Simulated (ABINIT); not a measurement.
# La2O3 (P-3m1) in ABINIT: notebook

Runs on La2O3. Level: LDA. Tasks: positron lifetime, effective masses.

Program: ABINIT 10.8.3 (patched build). These are calculated values, not measurements. Logs are shortened: lines on timing, memory, paths and dates and some standing lists are left out, and cuts for length are marked. The log counts tension as positive stress, the text compression.

**1. The crystal as given**

Symmetry: P-3m1, No. 164, trigonal system. Conventional cell: a = 3.931 Å, b = 3.931 Å, c = 6.112 Å, α = 90.00°, β = 90.00°, γ = 120.00°. La (site symmetry 3m) is surrounded by 4 O at 2.36 to 2.44 Å. O (site symmetry -3m) has 6 La at 2.72 Å as nearest neighbours. Around O (site symmetry 3m) lie 4 La at 2.36 to 2.44 Å.

The cell is a database's computed one.

**2. Positron lifetime, LDA**

File run.abi:

```
# Datasets
ndtset 2

# Pseudopotentials
pp_dirpath "./"
pseudos "La.LDA_PW-JTH.xml, O.LDA_PW-JTH.xml"

# Structure
acell 3*1.0 Angstrom
rprim
     3.9307778780     0.0000000000     0.0000000000
    -1.9653889390     3.4041534990     0.0000000000
     0.0000000000     0.0000000000     6.1119535200
ntypat 2
znucl 57 8
natom 5
typat 1 1 2 2 2
xred
            1/3            2/3   0.2462356800
            2/3            1/3   0.7537643200
            0.0            0.0            0.0
            1/3            2/3   0.6458906500
            2/3            1/3   0.3541093500

# Plane-wave basis
ecut 19.0
pawecutdg 38.0

# Exchange and correlation
ixc 7

# SCF cycle
nstep 80

# Output
iomode 3
prteig 0
prtebands 0
prtwf 0

# Dataset 1: electrons
kptopt1 1
ngkpt1 6 6 4
nshiftk1 1
shiftk1 0.0 0.0 0.0
nband1 27
occopt1 3
tsmear1 0.00183747
tolvrs1 1.0e-10
prtden1 1

# Dataset 2: positron in the electrons' density
positron2 1
ixcpositron2 3
getden2 1
kptopt2 0
nkpt2 1
kpt2 0.0 0.0 0.0
nband2 1
occopt2 2
occ2 1.0
posocc2 1.0
toldfe2 1.0e-7
nline2 10
nnsclo2 2
optforces2 0
optstress2 0
prtden2 0
```

Potentials or basis: JTH PAW LDA v2.0.

Run with:

```bash
abinit run.abi > log 2>&1
```

run.abo:

```text
.Version 10.8.3 of ABINIT
 DATASET    1 : space group P-3 m 1 (#164); Bravais hP (primitive hexag.)
================================================================================
 Values of the parameters that define the memory need for DATASET  1.
     intxc =       0    ionmov =       0      iscf =      17    lmnmax =      32
     lnmax =       8     mgfft =      48  mpssoang =       4    mqgrid =    3206
     natom =       5  nloc_mem =       2    nspden =       1   nspinor =       1
    nsppol =       1      nsym =      12    n1xccc =       1    ntypat =       2
    occopt =       3   xclevel =       1
       mpw =        2214          nfft =       43200          nkpt =          24
 PAW method is used; the additional fine FFT grid is defined by:
   mgfftf=        72    nfftf =    145800
================================================================================
================================================================================

 DATASET    2 : space group P-3 m 1 (#164); Bravais hP (primitive hexag.)
================================================================================
 Values of the parameters that define the memory need for DATASET  2.
     intxc =       0    ionmov =       0      iscf =      17    lmnmax =      32
     lnmax =       8     mgfft =      48  mpssoang =       4    mqgrid =    3206
     natom =       5  nloc_mem =       2    nspden =       1   nspinor =       1
    nsppol =       1      nsym =      12    n1xccc =       1    ntypat =       2
    occopt =       2   xclevel =       1
       mpw =        1107          nfft =       43200          nkpt =           1
 PAW method is used; the additional fine FFT grid is defined by:
   mgfftf=        72    nfftf =    145800
================================================================================
================================================================================

--------------------------------------------------------------------------------
------------- Echo of variables that govern the present computation ------------
--------------------------------------------------------------------------------
 -outvars: echo values of preprocessed input variables --------
            acell      1.8897261259E+00  1.8897261259E+00  1.8897261259E+00 Bohr
              amu      1.38905500E+02  1.59994000E+01
             ecut      1.90000000E+01 Hartree
           getden1          0
           getden2          1
              ixc           7
      ixcpositron1          1
      ixcpositron2          3
           jdtset        1    2
           kptopt1          1
           kptopt2          0
         kptrlatt        6    0    0      0    6    0      0    0    4
          kptrlen1     4.45685619E+01
          kptrlen2     3.00000000E+01
            natom           5
            nband1         27
            nband2          1
           ndtset           2
            ngfft          30      30      48
          ngfftdg          45      45      72
             nkpt1         24
             nkpt2          1
            nline1          4
            nline2         10
           nnsclo1          0
           nnsclo2          2
            nstep          80
             nsym          12
           ntypat           2
           occopt1          3
           occopt2          2
        optforces1          2
        optforces2          0
        optstress1          1
        optstress2          0
        pawecutdg      3.80000000E+01 Hartree
         positron1          0
         positron2          1
           prtden1          1
           prtden2          0
        prtebands           0
           prteig           0
            prtwf           0
            rprim      3.9307778780E+00  0.0000000000E+00  0.0000000000E+00
                      -1.9653889390E+00  3.4041534990E+00  0.0000000000E+00
                       0.0000000000E+00  0.0000000000E+00  6.1119535200E+00
           shiftk1     0.00000000E+00  0.00000000E+00  0.00000000E+00
           shiftk2     5.00000000E-01  5.00000000E-01  5.00000000E-01
          spgroup         164
           toldfe1     0.00000000E+00 Hartree
           toldfe2     1.00000000E-07 Hartree
           tolvrs1     1.00000000E-10
           tolvrs2     0.00000000E+00
           tsmear1     1.83747000E-03 Hartree
           tsmear2     1.00000000E-02 Hartree
            typat      1  1  2  2  2
           useylm           1
           xangst      8.3933924453E-17  2.2694356660E+00  1.5049810311E+00
                       1.9653889390E+00  1.1347178330E+00  4.6069724889E+00
[... 382 lines left out ...]

 Annihilation rate core/valence decomposition:
   Core    contribution to ann.rate          (ns-1) =  1.37032164E-01
   Valence contribution to ann.rate          (ns-1) =  5.20322067E+00
   Core    contribution to ann.rate with IPM (ns-1) =  1.05358421E-01
   Valence contribution to ann.rate with IPM (ns-1) =  5.20933385E+00

 Annihilation rate PAW decomposition:
   Plane-wave contribution to ann.rate          (ns-1) =  5.25371166E+00
   Plane-wave valence contribution to ann.rate  (ns-1) =  5.20776766E+00
   On-site core contribution to ann.rate        (ns-1) =  9.10881583E-02
   On-site valence contribution to ann.rate     (ns-1) = -4.54698511E-03
   Plane-wave contribution to ann.rate with IPM (ns-1) =  5.23635954E+00
   Plane-wave core contrb. to ann.rate with IPM (ns-1) =  2.26229895E-02

########## Lifetime computation 2

 # Zero-positron density limit of Arponen and Pajanne provided by Boronski & Nieminen
   + GGA corrections
   Ref.: Boronski and R.M. Nieminen, Phys. Rev. B 34, 3820 (1986)
         B. Barbiellini, M.J. Puska, T. Torsti and R.M.Nieminen, Phys. Rev. B 51, 7341 (1995)
 # Enhancement factor of Boronski & Nieminen IN THE RPA LIMIT
   Ref.: Boronski and R.M. Nieminen, Phys. Rev. B 34, 3820 (1986)

 Positron lifetime                         (ps)   =  1.74720486E+02
 Positron lifetime with IPM for core elec. (ps)   =  1.75500267E+02
 Annihilation rate                         (ns-1) =  5.72342731E+00
 Annihilation rate with IPM for core elec. (ns-1) =  5.69799701E+00

 Annihilation rate core/valence decomposition:
   Core    contribution to ann.rate          (ns-1) =  1.37087403E-01
   Valence contribution to ann.rate          (ns-1) =  5.58633991E+00
   Core    contribution to ann.rate with IPM (ns-1) =  1.05358421E-01
   Valence contribution to ann.rate with IPM (ns-1) =  5.59263859E+00

 Annihilation rate PAW decomposition:
   Plane-wave contribution to ann.rate          (ns-1) =  5.63689715E+00
   Plane-wave valence contribution to ann.rate  (ns-1) =  5.59089806E+00
   On-site core contribution to ann.rate        (ns-1) =  9.10883115E-02
   On-site valence contribution to ann.rate     (ns-1) = -4.55814623E-03
   Plane-wave contribution to ann.rate with IPM (ns-1) =  5.61967505E+00
   Plane-wave core contrb. to ann.rate with IPM (ns-1) =  2.26229895E-02

      (*) IPM=Independent particle Model

================================================================================

 ----iterations are completed or convergence reached----

 Mean square residual over all n,k,spin=   14.289E-18; max=  14.289E-18
 reduced coordinates (array xred) for    5 atoms
       0.333333333333      0.666666666667      0.246235680000
       0.666666666667      0.333333333333      0.753764320000
       0.000000000000      0.000000000000      0.000000000000
       0.333333333333      0.666666666667      0.645890650000
       0.666666666667      0.333333333333      0.354109350000
 rms dE/dt=  0.0000E+00; max dE/dt=  0.0000E+00; dE/dt below (all hartree)
    1       0.000000000000      0.000000000000      0.000000000000
    2       0.000000000000      0.000000000000      0.000000000000
    3       0.000000000000      0.000000000000      0.000000000000
    4       0.000000000000      0.000000000000      0.000000000000
    5       0.000000000000      0.000000000000      0.000000000000

 cartesian coordinates (angstrom) at end:
    1      0.00000000000000     2.26943566600000     1.50498103112559
    2      1.96538893900000     1.13471783300000     4.60697248887441
    3      0.00000000000000     0.00000000000000     0.00000000000000
    4      0.00000000000000     2.26943566600000     3.94765363180259
    5      1.96538893900000     1.13471783300000     2.16429988819741
 length scales=  1.889726125908  1.889726125908  1.889726125908 bohr
              =  1.000000000000  1.000000000000  1.000000000000 angstroms
 Fermi (or HOMO) energy (hartree) =  -0.33731   Average Vxc (hartree)=  -0.29592
 Eigenvalues (hartree) for nkpt=   1  k points:
 kpt#   1, nband=  1, wtk=  1.00000, kpt=  0.0000  0.0000  0.0000 (reduced coord)
  -0.33731

--- !EnergyTerms
iteration_state     : {dtset: 2, }
comment             : Components of total free energy in Hartree
kinetic             :  8.64491502700153E-02
local_psp           : -4.78149670884316E-01
PAW spherical_terms :  1.05789110335429E-02
positronic          : -3.81121609580764E-01
electronic          : -1.13210914455900E+02
electron_positron_interaction:  4.37504312842565E-02
total_energy        : -1.13548285634197E+02
total_energy_eV     : -3.08980625796110E+03
...

--- !EnergyTermsDC
iteration_state     : {dtset: 2, }
comment             : '"Double-counting" decomposition of free energy'
band_energy         : -3.37306363521137E-01
PAW spherical_terms :  0.00000000000000E+00
electron_positron_dc: -4.37501726701228E-02
positronic          : -3.81056536191271E-01
electronic          : -1.13210914455900E+02
electron_positron_interaction:  4.37504312842565E-02
total_energy_dc     : -1.13548220560807E+02
total_energy_dc_eV  : -3.08980448722397E+03
...

== END DATASET(S) ==============================================================
================================================================================

 -outvars: echo values of variables after computation  --------
            acell      1.8897261259E+00  1.8897261259E+00  1.8897261259E+00 Bohr
           etotal1    -1.1321091446E+02
           etotal2    -1.1354822056E+02
            fcart1    -3.6249478663E-29 -7.1157397297E-29  1.8625322436E-03
                       7.2498957326E-29 -8.3714585056E-30 -1.8625322436E-03
                       3.6249478663E-29  5.4414480286E-29 -0.0000000000E+00
                       3.6249478663E-29  5.4414480286E-29 -4.5939757447E-04
                      -1.0874843599E-28 -2.9300104769E-29  4.5939757447E-04
            fcart2     9.9999999999E+99  9.9999999999E+99  9.9999999999E+99
                       9.9999999999E+99  9.9999999999E+99  9.9999999999E+99
                       9.9999999999E+99  9.9999999999E+99  9.9999999999E+99
                       9.9999999999E+99  9.9999999999E+99  9.9999999999E+99
                       9.9999999999E+99  9.9999999999E+99  9.9999999999E+99
            rprim      3.9307778780E+00  0.0000000000E+00  0.0000000000E+00
                      -1.9653889390E+00  3.4041534990E+00  0.0000000000E+00
                       0.0000000000E+00  0.0000000000E+00  6.1119535200E+00
           strten1     2.0092279237E-04  2.0092279217E-04  1.9084829622E-04
                       0.0000000000E+00  0.0000000000E+00  0.0000000000E+00
           strten2     9.9999999999E+99  9.9999999999E+99  9.9999999999E+99
                       9.9999999999E+99  9.9999999999E+99  9.9999999999E+99
           xangst      8.3933924453E-17  2.2694356660E+00  1.5049810311E+00
                       1.9653889390E+00  1.1347178330E+00  4.6069724889E+00
                       0.0000000000E+00  0.0000000000E+00  0.0000000000E+00
                       8.3933924453E-17  2.2694356660E+00  3.9476536318E+00
                       1.9653889390E+00  1.1347178330E+00  2.1642998882E+00
             xred      3.3333333333E-01  6.6666666667E-01  2.4623568000E-01
                       6.6666666667E-01  3.3333333333E-01  7.5376432000E-01
                       0.0000000000E+00  0.0000000000E+00  0.0000000000E+00
                       3.3333333333E-01  6.6666666667E-01  6.4589065000E-01
                       6.6666666667E-01  3.3333333333E-01  3.5410935000E-01
 Calculation completed.
```

Run time: 74 s. Hardware: 1 thread of Arm Neoverse V2, shared host; peak memory 0.16 GiB.

Results:

```yaml
Free_energy: -3080.6259 eV
Pressure: -5.8 GPa
Largest_force: 0.096 eV/Å
Band_gap_on_the_k_mesh: 3.73 eV, indirect (least direct gap 3.82 eV)
Positron_lifetime_one_positron_a_cell: 187 ps
Positron_lifetime_core_in_the_independent-particle_model: 176 ps
Positron_lifetime: 175 ps
```

Forces in eV/Å, atoms in the order of the input:
```
La   0.000  0.000  0.096
La   0.000  0.000 -0.096
O    0.000  0.000  0.000
O    0.000  0.000 -0.024
O    0.000  0.000  0.024
```

Caveat: the PAW basis is incomplete for the positron; spin-orbit coupling is left out, which moves the levels of the heavy elements. A k mesh can miss the band edges.

**3. Effective masses, LDA**

File run.abi:

```
ndtset 3

pp_dirpath "./"
pseudos "La.LDA_PW-JTH.xml, O.LDA_PW-JTH.xml"

acell 3.930777878 3.930777878 6.11195352 Angstrom
rprim
     1.0000000000     0.0000000000     0.0000000000
    -0.5000000000     0.8660254038     0.0000000000
     0.0000000000     0.0000000000     1.0000000000
ntypat 2
znucl 57 8
natom 5
typat 1 1 2 2 2
xred
            1/3            2/3   0.2462356800
            2/3            1/3   0.7537643200
            0.0            0.0            0.0
            1/3            2/3   0.6458906500
            2/3            1/3   0.3541093500

ecut 19.0
pawecutdg 38.0

ixc 7

occopt 1

nstep 80
diemac 6.0

iomode 3
prteig 0
prtebands 0

kptopt1 1
ngkpt1 6 6 4
nshiftk1 1
shiftk1 0.0 0.0 0.0
nband1 20
tolvrs1 1.0e-11
prtden1 1
prtwf1 0

kptopt2 0
nkpt2 2
kpt2
  1/2 0.0 1/2
  1/3 1/3 0.0
istwfk2 2*1
nband2 26
getden2 1
kptopt3 0
nkpt3 2
kpt3
  1/2 0.0 1/2
  1/3 1/3 0.0
istwfk3 2*1
nband3 26
getden3 1

iscf2 -2
nbdbuf2 2
tolwfr2 1.0e-20
nstep2 200

iscf3 -3
getwfk3 2
rfelfd3 2
rfdir3 1 1 1
nqpt3 1
qpt3 0.0 0.0 0.0
tolwfr3 1.0e-20
nbdbuf3 2
nstep3 200
efmas3 1
efmas_bands3 20 20 21 21
efmas_calc_dirs3 1
efmas_n_dirs3 5
efmas_dirs3
  1 0 0
  0 1 0
  0 0 1
  1 1 0
  1 1 1
efmas_ntheta3 60
prtwf3 0
prtden3 0
prtpot3 0
```

Potentials or basis: JTH PAW LDA v2.0.

Run with:

```bash
abinit run.abi > log 2>&1
```

run.abo:

```text
.Version 10.8.3 of ABINIT
 DATASET    1 : space group P-3 m 1 (#164); Bravais hP (primitive hexag.)
================================================================================
 Values of the parameters that define the memory need for DATASET  1.
     intxc =       0    ionmov =       0      iscf =      17    lmnmax =      32
     lnmax =       8     mgfft =      48  mpssoang =       4    mqgrid =    3206
     natom =       5  nloc_mem =       2    nspden =       1   nspinor =       1
    nsppol =       1      nsym =      12    n1xccc =       1    ntypat =       2
    occopt =       1   xclevel =       1
       mpw =        2214          nfft =       43200          nkpt =          24
 PAW method is used; the additional fine FFT grid is defined by:
   mgfftf=        72    nfftf =    145800
================================================================================
================================================================================

 DATASET    2 : space group P-3 m 1 (#164); Bravais hP (primitive hexag.)
================================================================================
 Values of the parameters that define the memory need for DATASET  2.
     intxc =       0    ionmov =       0      iscf =      -2    lmnmax =      32
     lnmax =       8     mgfft =      48  mpssoang =       4    mqgrid =    3206
     natom =       5  nloc_mem =       2    nspden =       1   nspinor =       1
    nsppol =       1      nsym =      12    n1xccc =       1    ntypat =       2
    occopt =       1   xclevel =       1
       mpw =        2180          nfft =       43200          nkpt =           2
 PAW method is used; the additional fine FFT grid is defined by:
   mgfftf=        72    nfftf =    145800
[... 739 lines left out ...]

================================================================================

 ---- first-order wavefunction calculations are completed ----

 respfn : d/dk was computed, but no 2DTE, so no DDB output.

== END DATASET(S) ==============================================================
================================================================================

 -outvars: echo values of variables after computation  --------
            acell      7.4280936512E+00  7.4280936512E+00  1.1549918247E+01 Bohr
           etotal1    -1.1321091446E+02
           etotal3    -1.2502333497E+01
            fcart1    -2.3199666344E-28 -3.6834417424E-28  1.8625425505E-03
                      -3.7699457809E-28  2.1765792114E-28 -1.8625425505E-03
                       2.0299708051E-28  5.0228751033E-29 -0.0000000000E+00
                       1.3629803977E-27 -6.1948792940E-28 -4.5937240336E-04
                      -9.5698623670E-28  7.1994543147E-28  4.5937240336E-04
            rprim      1.0000000000E+00  0.0000000000E+00  0.0000000000E+00
                      -5.0000000000E-01  8.6602540380E-01  0.0000000000E+00
                       0.0000000000E+00  0.0000000000E+00  1.0000000000E+00
           strten1     2.0092331605E-04  2.0092331537E-04  1.9084876649E-04
                       0.0000000000E+00  0.0000000000E+00  0.0000000000E+00
           xangst      6.7134040394E-17  2.2694356660E+00  1.5049810311E+00
                       1.9653889390E+00  1.1347178330E+00  4.6069724889E+00
                       0.0000000000E+00  0.0000000000E+00  0.0000000000E+00
                       6.7134040394E-17  2.2694356660E+00  3.9476536318E+00
                       1.9653889390E+00  1.1347178330E+00  2.1642998882E+00
             xred      3.3333333333E-01  6.6666666667E-01  2.4623568000E-01
                       6.6666666667E-01  3.3333333333E-01  7.5376432000E-01
                       0.0000000000E+00  0.0000000000E+00  0.0000000000E+00
                       3.3333333333E-01  6.6666666667E-01  6.4589065000E-01
                       6.6666666667E-01  3.3333333333E-01  3.5410935000E-01
 Calculation completed.
```

Run time: 2.2 min. Hardware: 1 thread of Arm Neoverse V2, shared host; peak memory 0.3 GiB.

Results:

* Free energy: -3080.6259 eV
* Pressure: -5.8 GPa
* Largest force: 0.096 eV/Å

Forces on the atoms (eV/Å):
```
La   0.000  0.000  0.096
La   0.000  0.000 -0.096
O    0.000  0.000  0.000
O    0.000  0.000 -0.024
O    0.000  0.000  0.024
```

Effective masses (electron masses):
```
           k point  band   state  eigenvalues of the tensor           along 100, 010, 001, 110, 111
(0.50, 0.00, 0.50)    20  filled     -3.959, -3.188, -1.030  -3.351, -3.733, -1.031, -3.230, -1.911
(0.33, 0.33, 0.00)    21   empty        1.327, 1.327, 1.341       1.327, 1.327, 1.341, 1.327, 1.331
```
